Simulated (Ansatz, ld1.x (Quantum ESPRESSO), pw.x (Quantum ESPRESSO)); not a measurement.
**pw.x on sc As: one setting changed**

Potential: PAW, ld1.x (Quantum ESPRESSO) 7.5, PBE; core [Ar] 3d10, reference 4s2 4p3; waves: 4s (bound): rcut 1.45, rcutus 1.70 bohr; 4s channel at -0.15 Ry: rcut 1.45, rcutus 1.70 bohr; 4p (bound): rcut 1.80, rcutus 2.35 bohr; 4p channel at 3.35 Ry: rcut 1.80, rcutus 2.35 bohr; 4d channel at 0.35 Ry: rcut 1.50, rcutus 1.86 bohr; 4d channel at 2.8 Ry: rcut 1.50, rcutus 1.86 bohr; local part: all-electron potential smoothed inside 1.30 bohr (lloc = -1); core correction: Bessel-smoothed model core inside 1.40 bohr; augmentation: PSQ, radius 1.25 bohr.

The reference run (k-mesh 12³, cutoffs 40/400 Ry, Fermi–Dirac 0.01 Ry, mixing_beta 0.4, conv_thr 1e-9, no spin) gives -0.95 GPa at 20.515 Å³/atom, where all-electron LAPW gives -0.24 GPa. This run, with its own iteration cap, changes mixing_ndim to 2.

```
&control
  calculation='scf', prefix='x', pseudo_dir='./', outdir='./tmp', tstress=.true., disk_io='none'
/
&system
  ibrav=0, nat=1, ntyp=1, ecutwfc=40, ecutrho=400, nbnd=9,
  occupations='smearing', smearing='fd', degauss=0.01
/
&electrons
  conv_thr=1e-09, mixing_beta=0.4, electron_maxstep=50, mixing_ndim=2
/
ATOMIC_SPECIES
As 1.0 As.UPF
CELL_PARAMETERS angstrom
  2.73751920 0.00000000 0.00000000
  0.00000000 2.73751920 0.00000000
  0.00000000 0.00000000 2.73751920
ATOMIC_POSITIONS crystal
As 0.0000 0.0000 0.0000
K_POINTS automatic
12 12 12 0 0 0
```

```bash
pw.x < As.scf.in > As.scf.out
```

Q: How does the run end?

A: It converges in 6 iterations; the free energy moves by +0.0 meV/atom and the pressure by +0.00 GPa. The result is that of the reference run.

```
Message from routine setup:
     using ibrav=0 with symmetry is DISCOURAGED, use correct ibrav instead
     lattice parameter (alat)  =       5.1732  a.u.
     unit-cell volume          =     138.4421 (a.u.)^3
     number of electrons       =         5.00
     number of Kohn-Sham states=            9
     kinetic-energy cutoff     =      40.0000  Ry
     charge density cutoff     =     400.0000  Ry
     scf convergence threshold =      1.0E-09
     Exchange-correlation= SLA  PW   PBX  PBC
     number of k points=    84  Fermi-Dirac smearing, width (Ry)=  0.0100
     iteration #  1     ecut=    40.00 Ry     beta= 0.40
     c_bands:  2 eigenvalues not converged
     total energy              =    -175.98558819 Ry
     estimated scf accuracy    <       0.00217085 Ry
     iteration #  2     ecut=    40.00 Ry     beta= 0.40
     total energy              =    -175.98576217 Ry
     estimated scf accuracy    <       0.00081248 Ry
     iteration #  3     ecut=    40.00 Ry     beta= 0.40
     total energy              =    -175.98578090 Ry
     estimated scf accuracy    <       0.00000271 Ry
     iteration #  4     ecut=    40.00 Ry     beta= 0.40
     c_bands:  3 eigenvalues not converged
     c_bands:  1 eigenvalues not converged
     c_bands:  1 eigenvalues not converged
     c_bands:  3 eigenvalues not converged
     c_bands:  1 eigenvalues not converged
     [... 46 repeated lines left out ...]
     total energy              =    -175.98578303 Ry
     estimated scf accuracy    <       0.00000007 Ry
     iteration #  5     ecut=    40.00 Ry     beta= 0.40
     [... 11 repeated lines left out ...]
     total energy              =    -175.98578304 Ry
     estimated scf accuracy    <          2.3E-09 Ry
     iteration #  6     ecut=    40.00 Ry     beta= 0.40
     [... 3 repeated lines left out ...]
     the Fermi energy is     7.8842 ev
!    total energy              =    -175.98578304 Ry
     estimated scf accuracy    <          7.8E-10 Ry
     smearing contrib. (-TS)   =      -0.00248916 Ry
     The total energy is F=E-TS. E is the sum of the following terms:
     one-electron contribution =       4.75916575 Ry
     hartree contribution      =       0.52053116 Ry
     xc contribution           =     -15.21216885 Ry
     ewald contribution        =     -13.71162225 Ry
     one-center paw contrib.   =    -152.33919969 Ry
     convergence has been achieved in   6 iterations
          total   stress  (Ry/bohr**3)                   (kbar)     P=       -9.51
     Message from routine punch:
     Nothing written, as per user request (disk_io='none')
```

The run took about 11 s on one core of a shared host (Neoverse-V1, 32 threads, 247 GiB, load 22).
